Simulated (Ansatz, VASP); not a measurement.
**GaP in VASP and in Ansatz**

Contents of INCAR:

```
SYSTEM = GaP
PREC = Accurate
ENCUT = 520
EDIFF = 1E-7
ISMEAR = 0
SIGMA = 0.05
LREAL = .False.
LASPH = .True.
NELM = 100
ALGO = Normal
ISIF = 2
LWAVE = .False.
LCHARG = .True.
GGA = PE
LELF = .True.
LVHAR = .True.
NBANDS = 16
```

KPOINTS

```
regular mesh
0
Gamma
  8 8 8
  0 0 0
```

File POSCAR:

```
GaP
1.0
    0.0000000000      2.7661287500      2.7252500000
    2.7252500000      0.0000000000      2.7252500000
    2.7252500000      2.7661287500      0.0000000000
Ga P
1 1
Direct
    0.0000000000      0.0000000000      0.0000000000
    0.7500000000      0.7500000000      0.7500000000
```

Input for Ansatz:

```yaml
crystal:
  lattice:
    - [0.0, 2.76612875, 2.72525]
    - [2.72525, 0.0, 2.72525]
    - [2.72525, 2.76612875, 0.0]
  atoms:
    - { symbol: Ga, position: [0.0, 0.0, 0.0] }
    - { symbol: P, position: [0.75, 0.75, 0.75] }
basis:
  ecutwfc: 420
kpoints:
  mp_grid: { grid: [8, 8, 8] }
hamiltonian:
  xc: pbe
scf:
  occupations: { method: gaussian, width: 0.05 }
output:
  forces: true
  stress: true
  eigenvalues: true
```

Change from the starting cell: strain +0.0150 x Voigt [0, 1, 0, 0, 0, 0], atoms carried along.

Alike in both runs: task single point; functional PBE; k mesh 8 × 8 × 8; occupations gaussian, width 0.05 eV; no spin polarisation.

```csv
,VASP,Ansatz
version,VASP 6.6.1,Ansatz 0.2.0
potentials or method,"VASP PAW PBE potentials, release 64 (Ga_d, P)","scalar-relativistic, plane waves, PAW"
plane-wave cutoff (eV),520,420
valence electrons in the cell,18,18
```

Ansatz gave:

- gap on the k mesh at the Fermi level (eV): 1.59
- least direct gap on the mesh (eV): 1.68
- pressure (GPa): 1.2
- largest component of the traceless stress (GPa): 0.75

**Question.** Which values does VASP return?

**Answer.** gap on the k mesh at the Fermi level (eV): 1.59; least direct gap on the mesh (eV): 1.67; pressure (GPa): 1.2; largest component of the traceless stress (GPa): 0.75.

A k mesh can miss the band edges.
